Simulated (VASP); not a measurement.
Here is a VASP 6.6.1 calculation.

INCAR

```
SYSTEM = P
  PREC = Accurate
  ENCUT = 520
  EDIFF = 1E-6
  ISMEAR = -1
  SIGMA = 0.1
  LREAL = .FALSE.
  LASPH = .TRUE.
  NELM = 60
  ALGO = Normal
  ISIF = 2
  LWAVE = .FALSE.
  LCHARG = .FALSE.
  GGA = RE
  NBANDS = 30
```

Contents of KPOINTS:

```
regular mesh
0
G
  7 7 7
  0 0 0
```

The input POSCAR:

```
P
1.0
    4.9182379769      0.0000000000      0.0000000000
    0.0000000000      4.9182379769      0.0000000000
    0.0000000000      0.0000000000      4.9182379769
P
8
Direct
    0.0000000000      0.0000000000      0.0000000000
    0.5000000000      0.5000000000      0.5000000000
    0.2500000000      0.0000000000      0.5000000000
    0.7500000000      0.0000000000      0.5000000000
    0.5000000000      0.2500000000      1.0000000000
    0.5000000000      0.7500000000      1.0000000000
    1.0000000000      0.5000000000      0.2500000000
    1.0000000000      0.5000000000      0.7500000000
```

Potentials or basis: VASP PAW PBE potentials, release 64 (P).

Launch:

```sh
$ cat potpaw_PBE.64/P/POTCAR > POTCAR
$ mpirun -np 1 vasp_std > vasp.out
```

(1) Predict the band gap on the k mesh.

(2) What does it give for the pressure?

Results:

(1) none (metal or under the smearing width).

(2) -0.1 GPa.

Caveat: the PAW data sets were made with another functional, which shifts forces and pressure a little.
